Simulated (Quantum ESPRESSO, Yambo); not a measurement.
# Quasiparticle gap of Sb (buckled honeycomb monolayer) in Yambo, part 3 of 3

Wanted: ground state, empty states, screening and self-energy for Sb (buckled honeycomb monolayer).

Quantum ESPRESSO 7.5 and Yambo 5.3.0; PBE and many-body steps on it, plane waves. Known limits of the many-body steps: not at the basis limit; no spin-orbit coupling.

So far. Step 3 (Bands along the symmetry lines): The gap is 1.297 eV, −0.017 eV from the run before at this level. Step 4 (Empty states on the mesh, 6×6×1 mesh, 164 bands): On this mesh the gap is 1.314 eV.

**6. Screening and self-energy, 6×6×1 mesh, 164 bands, screening to 142.9 eV**

Now the one-shot GW correction: screening in the RPA, then the self-energy of the levels asked for.

This step: G0W0 on PBE, plane waves, norm-conserving pseudopotentials.

The input, gw1.in:

```
HF_and_locXC
gw0
dyson
ppa
em1d
rim_cut
rim_w
RandQpts= 3000000
RandGvec= 100 RL
CUTGeo= "slab z"
RandGvecW= 9 RL
EXXRLvcs= 88 Ry
VXCRLvcs= 352 Ry
Chimod= "HARTREE"
% BndsRnXp
 1 | 164 |
%
NGsBlkXp= 10.5 Ry
% LongDrXp
 1 | 1 | 0 |
%
% GbndRnge
 1 | 164 |
%
DysSolver= "n"
ExtendOut
PPAPntXp= 27.21138 eV
% QPkrange
 1 | 7 | 21 | 26 |
%
```

Launch:

```
$ OMP_NUM_THREADS=1 mpirun -n 4 yambo -F gw1.in -J gw1 -C gw1 > gw1.log
```

Output:

```text
 Yambo, version 5.3.0

 [02] CORE Variables Setup
 =========================

  [... cell, symmetries and grids as in the set-up ...]

  [02.05] Energies & Occupations
  ==============================

  [X] === General ===
  [X] Electronic Temperature                        :  0.000000  0.000000 [eV K]
  [X] Bosonic    Temperature                        :  0.000000  0.000000 [eV K]
  [X] Finite Temperature mode                       : no
  [X] El. density                                   :  0.22273E+24 [cm-3]
  [X] Fermi Level                                   : -0.091652 [eV]

  [X] === Gaps and Widths ===
  [X] Conduction Band Min                           :  1.313505 [eV]
  [X] Valence Band Max                              :  0.000000 [eV]
  [X] Filled Bands                                  :  23
  [X] Empty Bands                                   :   24  164
  [X] Direct Gap                                    :  1.577658 [eV]
  [X] Direct Gap localized at k                     :  1
  [X] Indirect Gap                                  :  1.313505 [eV]
  [X] Indirect Gap between kpts                     :  1  3
  [X] Last valence band width                       :  1.770320 [eV]
  [X] 1st conduction band width                     :  0.892837 [eV]

 [03] Transferred momenta grid and indexing
 ==========================================

 IBZ Q-points                                      :   7
 BZ  Q-points                                      :   36

 K/Q-points units:
 rlu = crystal or reduced units; cc = cartesian coordinates; iku = interal k-units

 Q [1]          [rlu]:  0.000000  0.000000  0.000000
 Q [2]          [rlu]: -0.42332E-17  0.16667       0.0000
 Q [3]          [rlu]: -0.84664E-17  0.33333       0.0000
 Q [4]          [rlu]:  0.12700E-16 -0.50000       0.0000
 Q [5]          [rlu]:  0.166667  0.166667  0.000000
 Q [6]          [rlu]:  0.166667  0.333333  0.000000
 Q [7]          [rlu]:  0.333333  0.333333  0.000000

 [04] Coloumb potential Random Integration (RIM)
 ===============================================

 Performing RIM of v_slab

  [04.01] RIM initialization
  ==========================

  * Diagonal components only detected *

  8 x (sBL volume)        :  0.039551 [a.u.]
  sBZ random points       :  3000000
  Points outside the sBZ  :  24000829
  RL volume               :  0.177979 [a.u.]
  Integrated volume       :  0.177973 [a.u.]

  [04.02] RIM integrals
  =====================

  Gamma point sphere radius             :  0.036404 [a.u.]
  Points outside the sphere             :  2398884
  [Int_sBZ(q=0) 1/q^2]*(Vol_sBZ)^(-1/3) =:  7.385819
                                 should be <:  7.795600

  Summary of Coulomb integrals for non-metallic bands |Q|[au] RIM/Bare

  Q [1] 0.100000E-4 0.947434 * Q [2] 0.155039 0.953725
  Q [5] 0.268535 1.010255 * Q [3] 0.310078 1.014225
  Q [6] 0.410195 1.014662 * Q [4] 0.465117 1.013136
  Q [7] 0.537071 1.010659
  Non-periodic chartesian directions : none
  Optical renormalization            :  26.45617 [au]
  Polarizability dimension           : length

 [05] Coloumb potential CutOffslab
 =================================

 Cut directionsZ
 Slab Cutoff:Z
 Symmetry test passed : yes

 [06] Dipoles
 ============

  [06.01] Setup: observables and procedures
  =========================================

 [07] Dynamic Dielectric Matrix (PPA)
 ====================================

 [WR./gw1//ndb.pp]---------------------------------------------------------------
  Brillouin Zone Q/K grids (IBZ/BZ)                :    7   36    7   36
  RL vectors                                       :  22895 [WF]
  Coulomb cutoff potential                         : slab z
  Electronic Temperature                           :  0.000000 [K]
  Bosonic    Temperature                           :  0.000000 [K]
  PPA    diel. fun.  energies                      : Perdew, Burke & Ernzerhof(X)+Perdew, Burke & Ernzerhof(C)
  wavefunctions                                    : Perdew, Burke & Ernzerhof(X)+Perdew, Burke & Ernzerhof(C)
  Global Gauge                                     : length
  X matrix size                                    :   735
  X band range                                     :    1  164
  X e/h energy range                               : -1.000000 -1.000000 [eV]
  X Time ordering                                  : R
  X Hxc Kernel                                     : HARTREE
  X Drude frequency                                :  0.000000  0.000000
  X poles                                          :  100.0000 [o/o]
  RL vectors in the sum                            :  22895
  [r,Vnl] included                                 : yes
  Field direction                                  :  0.707107E-5  0.707107E-5   0.00000
  BZ energy Double Grid                            : no
  BZ energy DbGd points                            : 0
  BZ Q point size factor                           : -1.000000
  X Optical Averaged directions                    : none

 [08] Local Exchange-Correlation + Non-Local Fock
 ================================================

 [VXC] Plane waves :  155503
 [EXS] Plane waves :  19465

 QP @ state[ 1 ] K range:   1   7
 QP @ state[ 1 ] b range:  21  26

 [xc] Functional : Perdew, Burke & Ernzerhof(X)+Perdew, Burke & Ernzerhof(C)
 [xc] LIBXC used to calculate xc functional
  PP Number of Atomic Species                      :  1
  NLCC RL compoments                               :  155503
  PP Number of Atomic Species                      :  1
  NLCC RL compoments                               :  155503

 [xc] E_xc :  -38.17778 [Ha]
      E_xc :  -76.35556 [Ry]

  Local XC kind (lXC) : Perdew, Burke & Ernzerhof(X)+Perdew, Burke & Ernzerhof(C)
  Non-Local XC kind (nlXC) : Hartree-Fock

  Corrections @ K [1] :  [eV]
 <21|nlXC|21> = -11.75851 -0.13418E-16 <21|lXC|21> = -10.02951  0.18882E-15
 <22|nlXC|22> = -13.64657 -0.77318E-18 <22|lXC|22> = -12.65900  0.18882E-15
 <23|nlXC|23> = -13.64660  0.11053E-16 <23|lXC|23> = -12.65900 -0.56645E-15
 <24|nlXC|24> = -7.883617  0.26903E-17 <24|lXC|24> = -11.39976 -0.25323E-27
 <25|nlXC|25> = -8.017832  0.59906E-18 <25|lXC|25> = -11.90640  0.18882E-15
 <26|nlXC|26> = -8.017809  0.10971E-17 <26|lXC|26> = -11.90640 -0.47204E-16

  Corrections @ K [2] :  [eV]
 <21|nlXC|21> = -13.20278  0.27417E-18 <21|lXC|21> = -11.42604  0.47204E-16
 <22|nlXC|22> = -13.53762  0.55460E-17 <22|lXC|22> = -12.31820  0.10621E-15
 <23|nlXC|23> = -12.12031 -0.11761E-16 <23|lXC|23> = -10.48759 -0.10664E-25
 <24|nlXC|24> = -7.440654  0.13533E-17 <24|lXC|24> = -10.85441 -0.17702E-16
[...]
Corrections @ K [3] :  [eV]
[...]
Corrections @ K [4] :  [eV]
[...]
Corrections @ K [5] :  [eV]
[...]
Corrections @ K [6] :  [eV]
[...]
Corrections @ K [7] :  [eV]
[...]
<22|nlXC|22> = -13.34321 -0.32962E-17 <22|lXC|22> = -11.24082  0.23602E-16
 <23|nlXC|23> = -13.34321 -0.41917E-17 <23|lXC|23> = -11.24082 -0.37763E-15
 <24|nlXC|24> = -6.295496 -0.87266E-18 <24|lXC|24> = -9.491312  0.47204E-16
 <25|nlXC|25> = -6.302794 -0.19520E-17 <25|lXC|25> = -10.30711  0.47204E-16
 <26|nlXC|26> = -6.302799 -0.39386E-18 <26|lXC|26> = -10.30712  0.18882E-15

  [08.01] Hartree-Fock occupations report
  =======================================

  [Hartree-Fock] === General ===
  [Hartree-Fock] Electronic Temperature             :  0.000000  0.000000 [eV K]
  [Hartree-Fock] Bosonic    Temperature             :  0.000000  0.000000 [eV K]
  [Hartree-Fock] Finite Temperature mode            : no
  [Hartree-Fock] El. density                        :  0.22273E+24 [cm-3]
  [Hartree-Fock] Fermi Level                        : -0.091652 [eV]

  [Hartree-Fock] === Gaps and Widths ===
  [Hartree-Fock] Conduction Band Min                :  4.380208 [eV]
  [Hartree-Fock] Valence Band Max                   : -0.987594 [eV]
  [Hartree-Fock] Filled Bands                       :  23
  [Hartree-Fock] Empty Bands                        :   24  164
  [Hartree-Fock] Direct Gap                         :  6.081396 [eV]
  [Hartree-Fock] Direct Gap localized at k          :  1
  [Hartree-Fock] Indirect Gap                       :  5.367802 [eV]
  [Hartree-Fock] Indirect Gap between kpts          :  1  3
  [Hartree-Fock] Last valence band width            :  2.885115 [eV]
  [Hartree-Fock] 1st conduction band width          :  1.167847 [eV]

 [09] Dyson equation: Newton solver
 ==================================

  [09.01] RIM-W interpolation
  ===========================

  [WARNING] RIM-W works only for 2D semiconductors with slab cutoff
  Found compatible q grid: 2D
  q_min[ 1 ]:  0.16667      0.25476E-11   0.0000     [rlu]
   0.166667  0.083333  0.000000 [iku]
  q_min[ 2 ]:  0.42332E-17  0.16667       0.0000     [rlu]
  -0.46629E-11  0.16667       0.0000     [iku]
  G-vectors :  13
  G-vectors loaded:  139
  Number of interpolated frequencies:  2

  Evaluating coefficients q = 0
  Evaluating coefficients q = 0

  [09.02] RIM-W integrals
  =======================

  8 x (sBL volume)        :  0.039551 [a.u.]
  sBZ random points       :  3000000
  Points outside the sBZ  :  24000829
  RL volume               :  0.177979 [a.u.]
  Integrated volume       :  0.177973 [a.u.]

  [09.03] RIM integrals
  =====================

  Comparison between head Wc = W - v averages: < Wc > [au] RIM-W/RIM

   < -Wc [Q = 1] > 0.346074E-1 0.530156E-4 * < -Wc [Q = 2] > 0.005611 0.005459
   < -Wc [Q = 3] > 0.001111 0.001091 * < -Wc [Q = 4] > 0.380950E-3 0.376785E-3
   < -Wc [Q = 5] > 0.001609 0.001577 * < -Wc [Q = 6] > 0.544014E-3 0.538804E-3
   < -Wc [Q = 7] > 0.256788E-3 0.255172E-3

  Comparison between head Wc = W - v averages: < Wc > [au] RIM-W/RIM

   < -Wc [G = 1,G`=0] > 0.346074E-1 0.530156E-4 * < -Wc [G = 2,G`=0] >-0.001569 0.000000
   < -Wc [G = 3,G`=0] >-0.001569 0.000000 * < -Wc [G = 4,G`=0] > 0.193413E-4  0.00000
   < -Wc [G = 5,G`=0] > 0.193271E-4  0.00000 * < -Wc [G = 6,G`=0] > 0.697238E-4  0.00000
   < -Wc [G = 7,G`=0] > 0.697407E-4  0.00000 * < -Wc [G = 8,G`=0] >-0.463700E-5  0.00000
   < -Wc [G = 9,G`=0] >-0.509084E-5  0.00000 * < -Wc [G = 10,G`=0] >-0.462334E-5  0.00000
   < -Wc [G = 11,G`=0] >-0.481514E-5  0.00000 * < -Wc [G = 12,G`=0] >-0.505681E-5  0.00000
   < -Wc [G = 13,G`=0] >-0.479258E-5  0.00000

 [10] G0W0 (W PPA)
 =================

 [  GW  ] Bands range     :    1  164
 [GW/PPA] G damping       :  0.100000 [eV]

 QP @ state[ 1 ] K range:   1   7
 QP @ state[ 1 ] b range:  21  26

  Sc/G bands                                       :    1  164
  Sc/G damping                                     :  0.100000 ev
  Sc bands terminator                              : no
  Sx RL components                                 :  19465

  QP @ state[ 1 ] K range                          :   1   7
  QP @ state[ 1 ] b range                          :  21  26
  GF energies kind                                 : Perdew, Burke & Ernzerhof(X)+Perdew, Burke & Ernzerhof(C)
  GF WF`s kind                                     : Perdew, Burke & Ernzerhof(X)+Perdew, Burke & Ernzerhof(C)
  Xs energies kind                                 : Perdew, Burke & Ernzerhof(X)+Perdew, Burke & Ernzerhof(C)
  Xs WF`s kind                                     : Perdew, Burke & Ernzerhof(X)+Perdew, Burke & Ernzerhof(C)

 [14] Game Over & Game summary
```

Run time: 23 min. Hardware: 4 MPI ranks of Arm Neoverse V2, shared host; peak memory 4.1 GiB; 1.6 h of CPU time.

Numbers from this step:

```yaml
g0w0_gap_on_the_mesh: 2.133 eV
starting_gap_on_the_mesh: 1.314 eV
k_of_the_valence_top: 0, 0, 0
k_of_the_conduction_bottom: 0, 0.3333, 0
least_direct_g0w0_gap_on_the_computed_points: 2.621 eV
z_at_the_valence_top: 0.7343
z_at_the_conduction_bottom: 0.7396
```

The gap on the mesh goes from 1.31 eV to 2.13 eV, a correction of +0.82 eV.

Limits: finite bands, cutoff and mesh; no spin-orbit coupling. v1 is the top filled band, c1 the lowest empty one. The levels before and after the correction (eV, zero at the valence-band top of each column):

|  | conduction bottom | valence top |
| --- | --- | --- |
| Kohn-Sham | 1.31 | 0.00 |
| G0W0 | 2.13 | 0.00 |

|  | level | energy (eV) |
| --- | --- | --- |
| Kohn-Sham | Γ v3 | -0.568 |
| Kohn-Sham | Γ v2-v1 | 0.000 |
| Kohn-Sham | Γ c1 | 1.578 |
| Kohn-Sham | Γ c2-c3 | 2.790 |
| Kohn-Sham | (0 0.333 0) v3 | -2.962 |
| Kohn-Sham | (0 0.333 0) v2 | -1.257 |
| Kohn-Sham | (0 0.333 0) v1 | -0.815 |
| Kohn-Sham | (0 0.333 0) c1 | 1.314 |
| Kohn-Sham | (0 0.333 0) c2 | 3.097 |
| Kohn-Sham | (0 0.333 0) c3 | 3.569 |
| G0W0 | Γ v3 | -0.865 |
| G0W0 | Γ v2-v1 | 0.000 |
| G0W0 | Γ c1 | 2.621 |
| G0W0 | Γ c2-c3 | 3.841 |
| G0W0 | (0 0.333 0) v3 | -3.252 |
| G0W0 | (0 0.333 0) v2 | -1.366 |
| G0W0 | (0 0.333 0) v1 | -0.992 |
| G0W0 | (0 0.333 0) c1 | 2.133 |
| G0W0 | (0 0.333 0) c2 | 3.988 |
| G0W0 | (0 0.333 0) c3 | 4.643 |

**7. Where the time went**

Times are wall times on the hardware named with each run, good to a factor of about two.

| step | time | share | memory (GiB) |
| --- | --- | --- | --- |
| ground state | 21 s | 1 % | 0.73 |
| bands along the symmetry lines | 12 s | 1 % | 0.56 |
| empty states on the mesh | 52 s | 4 % | 1.4 |
| conversion and set-up | 2.3 s | 0 % | 0.26 |
| screening and self-energy | 23 min | 94 % | 4.1 |

**8. Results**

| Quantity | Value |
| --- | --- |
| PBE gap | 1.30 eV, indirect |
| G0W0 gap on the mesh | 2.13 eV |
| GW settings | 6×6×1 mesh, 164 bands, screening to 142.9 eV, Godby-Needs plasmon pole |
| known limits | not at the basis limit; no spin-orbit coupling |

What this shows: G0W0 moves the gap on the mesh from 1.31 eV to 2.13 eV (+0.82 eV), with Z of 0.73 and 0.74 at the edges. The dearest step here is «screening and self-energy». Against experiment, by G0W0@PBE: the direct gap of 2.62 eV lies +0.41 eV from the measured 2.21 eV (exciton, 2020). An exciton line or allowed optical edge lies below the quasiparticle gap by the binding energy; a forbidden edge can push the onset above it. The computed sheet is free-standing; a substrate or cover screens it further and lowers both gap and binding, while the exciton line moves little. The calculation has static nuclei and no excitons; a measured gap holds zero-point and thermal motion, which mostly lowers it. Bands and cutoff are finite, so the gap is not at the basis limit. The miss can reach some tenths of an eV and take either sign; the mesh is an error of its own. The many-body steps are scalar-relativistic: spin-orbit coupling is not in them.

[Paths, hosts, dates, memory and timing lines, banners, echoed tables and standing remarks are left out of the program output.]

[Logs are printed without paths, hosts, clocks, repeated set-up lines and the standing remarks that a program may print on its own settings, such as how far it seeks lower states.]

[Runs of the session that timed out or met a known fault of the program may be left out.]

[Hosts, paths, dates, database ids (printed as entryN), source tags and the programs' standing remarks are cut or masked in the printed files.]
